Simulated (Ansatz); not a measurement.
# MgS: the cost of one run

Computed with Ansatz 0.2.0 (DFT PBE, scalar-relativistic, plane waves, PAW, unless a step's input says otherwise).

1 further run of the same task is left out (set aside as unsound or not needed).

## 1. The structure to begin with

It takes space group Fm-3m (No. 225, cubic). Conventional cell: a = 5.203 Å, b = 5.203 Å, c = 5.203 Å, α = 90.00°, β = 90.00°, γ = 90.00°. Mg (site symmetry m-3m) has 6 S at 2.60 Å as nearest neighbours. S (site symmetry m-3m) has 6 Mg at 2.60 Å as nearest neighbours.

Coordinates:

```
Mg S
1.0
     0.00000    2.60165    2.60165
     2.60165    0.00000    2.60165
     2.60165    2.60165    0.00000
Mg S
1 1
Direct
  0.00000 0.00000 0.00000
  0.50000 0.50000 0.50000
```

The structure comes from the Crystallography Open Database.

## 2. A single atom displaced

The change: atom 2 (S) moved by 0.38 Å.

File input.yaml:

```yaml
crystal:
  lattice:
    - [0.0, 2.60165, 2.60165]
    - [2.60165, 0.0, 2.60165]
    - [2.60165, 2.60165, 0.0]
  atoms:
    - { symbol: Mg, position: [0.0, 0.0, 0.0] }
    - { symbol: S, position: [0.5627082813, 0.5130205831, 0.3790479119] }
basis:
  ecutwfc: 420
kpoints:
  mp_grid: { grid: [8, 8, 8] }
hamiltonian:
  xc: pbe
scf:
  occupations: { method: gaussian, width: 0.02 }
output:
  forces: true
  stress: true
  eigenvalues: true
  populations: true
```

Started as:

```sh
ansatz run input.yaml --threads 1 --pin off --max-ram 1331MiB --backend cpu --events-out ev --progress --plain --runs-dir out
```

Q: Estimate wall time and peak memory on 1 thread of an x86-64 CPU, shared host.

About 22 s, with a peak of 0.42 GiB.
